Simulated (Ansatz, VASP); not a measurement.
# Al2Au: VASP beside Ansatz

```
CELL_PARAMETERS angstrom
0.00000 3.00000 3.00000
3.00000 0.00000 3.00000
3.00000 3.00000 0.00000
ATOMIC_POSITIONS crystal
Al 0.25000 0.25000 0.25000
Al 0.75000 0.75000 0.75000
Au 0.00000 0.00000 0.00000
```

Alike in both runs: task electric field gradients; functional PBE; k mesh 11 × 11 × 11; occupations fermi-dirac, width 0.05 eV; no spin polarisation.

|  | VASP | Ansatz |
| --- | --- | --- |
| version | VASP 6.6.1 | Ansatz 0.2.0 |
| potentials or method | VASP PAW PBE potentials, release 64 (Al, Au), cutoff 520 eV | all-electron PAW with datasets made for the crystal, scalar-relativistic |

```tsv
	VASP	Ansatz	Ansatz less VASP
pressure (GPa)	3.2	3.4	+0.23
Vzz of the field gradient on the site that differs most (V/Å²)	0.0	0.0	0.00
```

Ansatz ran all-electron here, so the differences hold the error of VASP's frozen core and of both bases. Ansatz warned: «gradients_without_spin_orbit».

Spin-orbit coupling is left out, which matters for the levels of Au.
